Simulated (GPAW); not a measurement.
Runs of GPAW 26.7.0 on Hf. The structure is hexagonal, space group P6_3/mmc (No. 194). Conventional cell: a = 3.197 Å, b = 3.197 Å, c = 5.058 Å, α = 90.00°, β = 90.00°, γ = 120.00°. Hf (site symmetry -6m2) has 12 Hf at 3.13 to 3.20 Å as nearest neighbours. 

| task | level | potentials or basis | spin | cell | k mesh | optimizer | fmax | max steps | convergence | band path | pressure (GPa) |
| --- | --- | --- | --- | --- | --- | --- | --- | --- | --- | --- | --- |
| relaxation of cell and atoms | RPBE | the program's PAW data sets (release 1.2.1) made for this functional, pw | off | relaxed | 10 × 10 × 5 | LBFGS | 0.02 eV/Å | 100 | density=1e-05 forces=0.0001 | - | -0.1 |
| band structure | RPBE | the program's PAW data sets (release 1.2.1) made for this functional, pw | off | as given | 10 × 10 × 5 | - | - | - | - | GMKGALHA,LM,KH | 3.8 |
| band structure | r2SCAN | GPAW PAW data sets (gpaw-data 1.2.1), pw | SOC, no magnetisation | as given | 7 × 7 × 4 | - | - | - | - | GMKGALHA,LM,KH | 0.4 |
| band structure | r2SCAN | GPAW PAW data sets (gpaw-data 1.2.1), pw | off | as given | 10 × 10 × 5 | - | - | - | - | GMKGALHA,LM,KH | 0.2 |
| band structure | revPBE | the program's PAW data sets (release 1.2.1) made for this functional, pw | off | as given | 10 × 10 × 5 | - | - | - | - | GMKGALHA,LM,KH | (a) |

Alike in all rows: cutoff (eV) 600; smearing fermi-dirac 0.05 eV.

Estimate the missing entries.

(a) 3.0.

Caveats: the PAW data sets were made with another functional, which shifts forces and pressure a little (some runs); later steps reuse the first step's grids (some runs); spin-orbit coupling was added after a scalar SCF, so levels and gaps hold it while energy, forces, pressure and moments don't (some runs).

Runs at the PBE level aren't shown here.
